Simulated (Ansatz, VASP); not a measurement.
HfO2: VASP beside Ansatz

File INCAR:

```
SYSTEM = HfO2
PREC = Accurate
ENCUT = 520
EDIFF = 1E-6
ISMEAR = 0
SIGMA = 0.05
LREAL = .FALSE.
LASPH = .TRUE.
NELM = 100
ALGO = Normal
ISIF = 2
LWAVE = .FALSE.
LCHARG = .FALSE.
GGA = PE
NBANDS = 18
```

File KPOINTS:

```
Automatic mesh
0
G
  8 8 8
  0 0 0
```

Contents of POSCAR:

```
HfO2
1.0
    0.0000000000      2.6125259052      2.4850856172
    2.6125259052      0.0000000000      2.4850856172
    2.6125259052      2.6125259052      0.0000000000
Hf O
1 2
Direct
    0.0000000000      0.0000000000      0.0000000000
    0.2500000000      0.2500000000      0.2500000000
    0.7500000000      0.7500000000      0.7500000000
```

Input for Ansatz:

```yaml
crystal:
  lattice:
    - [0.0, 2.6125259052, 2.4850856172]
    - [2.6125259052, 0.0, 2.4850856172]
    - [2.6125259052, 2.6125259052, 0.0]
  atoms:
    - { symbol: Hf, position: [0.0, 0.0, 0.0] }
    - { symbol: O, position: [0.25, 0.25, 0.25] }
    - { symbol: O, position: [0.75, 0.75, 0.75] }
basis:
  ecutwfc: 420
kpoints:
  mp_grid: { grid: [8, 8, 8] }
hamiltonian:
  xc: pbe
scf:
  occupations: { method: gaussian, width: 0.05 }
output:
  forces: true
  stress: true
  eigenvalues: true
```

Change from the starting cell: strain +0.025 along x and y, -0.025 along z, atoms carried along.

Alike in both runs: task single point; functional PBE; k mesh 8 × 8 × 8; occupations gaussian, width 0.05 eV; no spin polarisation.

```csv
,VASP,Ansatz
version,VASP 6.6.1,Ansatz 0.2.0
potentials or method,"VASP PAW PBE potentials, release 64 (Hf_pv, O)","scalar-relativistic, plane waves, PAW"
plane-wave cutoff (eV),520,420
valence electrons in the cell,22,38
```

|  | VASP | Ansatz | Ansatz less VASP |
| --- | --- | --- | --- |
| gap on the k mesh at the Fermi level (eV) | 3.15 | 3.17 | +0.019 |
| least direct gap on the mesh (eV) | 3.28 | 3.28 | +0.005 |
| pressure (GPa) | -8.9 | -5.5 | +3.38 |
| largest component of the traceless stress (GPa) | 14.75 | 14.50 | -0.249 |

The two sets of potentials don't hold the same shells in valence.

Caveats: spin-orbit coupling is left out, which moves the levels of the heavy elements. A k mesh can miss the band edges.
